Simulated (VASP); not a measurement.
# VASP 6.6.1 run: LiCl

INCAR

```
NSW = 0
EDIFF = 1E-7
ENCUT = 520
SIGMA = 0.02
LREAL = .FALSE.
ISYM = 1
LWAVE = .FALSE.
ISIF = 2
LCHARG = .FALSE.
IBRION = -1
NBANDS = 18
NELM = 120
ISMEAR = -1
LASPH = .TRUE.
GGA = PE
PREC = Accurate
```

KPOINTS

```
KPOINTS created by Atomic Simulation Environment
0
Gamma
12 12 4
0 0 0
```

POSCAR

```
Li Cl
 1.0000000000000000
     3.7715172854681720    0.0000000000288676    0.0000000000000000
    -1.8857586427590860    3.2662297800131301    0.0000000000000000
     0.0000000000000000    0.0000000000000000    6.4055669090000000
 Li  Cl
   2   2
Cartesian
 -0.0000000000166669  2.1774865200183759  0.0213083223634784
  1.8857586427257524  1.0887432600236218  3.2240917768634780
 -0.0000000000166669  2.1774865200183759  2.3807792685115210
  1.8857586427257524  1.0887432600236218  5.5835627230115206
```

The recommended PBE PAW datasets give the neutral cell 20 valence electrons.

Command

```
mpirun -np 1 vasp_std
```

OSZICAR

```
N       E                     dE             d eps       ncg     rms          rms(c)
DAV:   1     0.130485542890E+03    0.13049E+03   -0.88554E+03  2052   0.107E+03
DAV:   2    -0.280296282835E+00   -0.13077E+03   -0.12556E+03  2544   0.235E+02
DAV:   3    -0.146068569782E+02   -0.14327E+02   -0.14262E+02  3598   0.666E+01
DAV:   4    -0.150315485198E+02   -0.42469E+00   -0.42301E+00  2996   0.130E+01
DAV:   5    -0.150570786526E+02   -0.25530E-01   -0.25525E-01  3202   0.259E+00    0.329E+00
DAV:   6    -0.148057151597E+02    0.25136E+00   -0.43696E-01  2480   0.308E+00    0.248E+00
DAV:   7    -0.148091187542E+02   -0.34036E-02   -0.15176E-01  2712   0.180E+00    0.150E+00
DAV:   8    -0.148314329997E+02   -0.22314E-01   -0.28539E-02  2330   0.107E+00    0.287E-01
DAV:   9    -0.148314851412E+02   -0.52141E-04   -0.11563E-03  3006   0.212E-01    0.897E-02
DAV:  10    -0.148326732805E+02   -0.11881E-02   -0.13981E-03  2214   0.218E-01    0.237E-02
DAV:  11    -0.148326847969E+02   -0.11516E-04   -0.24668E-05  2890   0.341E-02    0.767E-03
DAV:  12    -0.148326921448E+02   -0.73478E-05   -0.44924E-06  2320   0.136E-02    0.327E-03
DAV:  13    -0.148326944725E+02   -0.23278E-05   -0.22343E-06  2298   0.827E-03    0.120E-03
DAV:  14    -0.148326945545E+02   -0.81991E-07   -0.14528E-07  2880   0.259E-03
   1 F= -.14832695E+02 E0= -.14832695E+02  d E =-.526459E-12
```

From OUTCAR

```
k-points           NKPTS =     57   k-points in BZ     NKDIM =     57   number of bands    NBANDS=     18

   NELECT =      20.0000    total number of electrons

   dimension x,y,z NGX =    28 NGY =   28 NGZ =   48
   dimension x,y,z NGXF=    56 NGYF=   56 NGZF=   96

  energy-cutoff  :      520.00
  volume of cell :       78.91
      direct lattice vectors                 reciprocal lattice vectors
     3.771517285  0.000000000  0.000000000     0.265145278  0.153081698  0.000000000
    -1.885758643  3.266229780  0.000000000    -0.000000000  0.306163396  0.000000000
     0.000000000  0.000000000  6.405566909     0.000000000  0.000000000  0.156114207

 k-points in reciprocal lattice and weights: KPOINTS created by Atomic Simulation Env
   0.00000000  0.00000000  0.00000000       0.002
   0.08333333 -0.00000000  0.00000000       0.010
   0.16666667 -0.00000000  0.00000000       0.010
   0.25000000  0.00000000  0.00000000       0.010
   0.33333333 -0.00000000  0.00000000       0.010
   0.41666667 -0.00000000  0.00000000       0.010
   0.50000000  0.00000000  0.00000000       0.005
   0.08333333  0.08333333  0.00000000       0.010
   ...

 E-fermi :  -0.3996

 k-point     1 :       0.0000    0.0000    0.0000
  band No.  band energies     occupation
      1     -43.7057      2.00000
      2     -43.7042      2.00000
      3     -13.7536      2.00000
      4     -13.4712      2.00000
      5      -3.0910      2.00000
      6      -1.1545      2.00000
      7      -1.1545      2.00000
      8      -1.0508      2.00000
      9      -0.8710      2.00000
     10      -0.8710      2.00000
     11       5.2465      0.00000
     12       7.5129      0.00000
     13       9.1321      0.00000
     14       9.3921      0.00000
     15       9.3921      0.00000
     16      10.1173      0.00000
     17      10.2967      0.00000
     18      10.2967      0.00000

 k-point     2 :       0.0833   -0.0000    0.0000
  band No.  band energies     occupation
      1     -43.7057      2.00000
      2     -43.7042      2.00000
      3     -13.7344      2.00000
      4     -13.4597      2.00000
      5      -3.0522      2.00000
      6      -1.2860      2.00000
      7      -1.2023      2.00000
      8      -1.0674      2.00000
      9      -1.0175      2.00000
     10      -0.8926      2.00000
     11       5.4168      0.00000
     12       7.6994      0.00000
     13       9.1840      0.00000
     14       9.4130      0.00000
     15       9.5085      0.00000
     16       9.7355      0.00000
     17      10.4493      0.00000
     18      10.4557      0.00000

 k-point     3 :       0.1667   -0.0000    0.0000
  band No.  band energies     occupation
      1     -43.7054      2.00000
      2     -43.7040      2.00000
      3     -13.6804      2.00000
      4     -13.4286      2.00000
      5      -2.9407      2.00000
      6      -1.6338      2.00000
      7      -1.3726      2.00000
      8      -1.3237      2.00000
      9      -1.1170      2.00000
     10      -0.9556      2.00000
     11       5.8412      0.00000
     12       8.0939      0.00000
     13       8.9904      0.00000
     14       9.3429      0.00000
     15       9.6815      0.00000
     16       9.7517      0.00000
     17      10.4594      0.00000
     18      10.8671      0.00000

 ...

  Total        1.0368795      1.0368795      0.3143214     -0.0000000      0.0000000      0.0000000
  in kB       21.0532158     21.0532158      6.3821069     -0.0000000      0.0000000      0.0000000
  external PRESSURE =      16.1628462 kB  Pullay stress =       0.0000000 kB

 POSITION                                       TOTAL-FORCE (eV/Angst)
 -----------------------------------------------------------------------------------
     -0.00000      2.17749      0.02131        -0.000000     -0.000000      0.001499
      1.88576      1.08874      3.22409         0.000000      0.000000      0.001499
     -0.00000      2.17749      2.38078         0.000000     -0.000000     -0.001499
      1.88576      1.08874      5.58356         0.000000     -0.000000     -0.001499
 -----------------------------------------------------------------------------------
    total drift:                               -0.000000     -0.000000      0.000560

  FREE ENERGIE OF THE ION-ELECTRON SYSTEM (eV)
  ---------------------------------------------------
  free  energy   TOTEN  =       -14.8326945545 eV

  energy  without entropy=      -14.8326945545  energy(sigma->0) =      -14.83269455
```

It converged. Results: gap between bands v and c on the k mesh 6.12 eV; least direct gap on the k mesh 6.12 eV; pressure 1.6 GPa. Band v is the last that the valence electrons fill when counted band by band, and c is the next.

For comparison, a separate PBE run of the intended cell, on usual settings and not on those above, gives a gap of 6.12 eV on its mesh and a pressure of 1.6 GPa.

The run above took about 73 s on one core of a shared host (Intel Xeon Platinum 8488C) and held 0.21 GiB at most.
